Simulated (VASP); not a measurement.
Crystal: GaN.

```xyz
8
Lattice="3.2115 0.0000 0.0000 -1.6058 2.7813 0.0000 0.0000 0.0000 10.3568" Properties=species:S:1:pos:R:3 pbc="T T T"
Ga    0.0000    0.0000    8.1391
Ga    1.6058    0.9271    0.3868
Ga    0.0000    1.8542    5.5652
Ga    0.0000    0.0000    2.9607
N     0.0000    0.0000    0.9636
N     1.6058    0.9271    3.5601
N     0.0000    0.0000    6.1420
N     0.0000    1.8542    8.7385
```

The cell is a database's computed one.

Base run:

* Program: VASP 6.6.1
* Functional: PBEsol
* Potentials or basis: VASP PAW PBE potentials, release 64 (Ga_d, N)
* Cutoff: 520 eV
* k mesh: 10 × 10 × 4
* Occupations: gaussian, width 0.02 eV
* Spin: no spin polarisation

Its results: band gap on the k mesh 0.79 eV, direct.

**Question.** The run is repeated on the same cell with these changes: functional from PBEsol to r2SCAN. What comes out?

**Answer.** Band gap on the k mesh 1.21 eV, direct.

r2SCAN gives the wider gap, since meta-GGAs in the generalised Kohn-Sham scheme recover part of the derivative discontinuity.
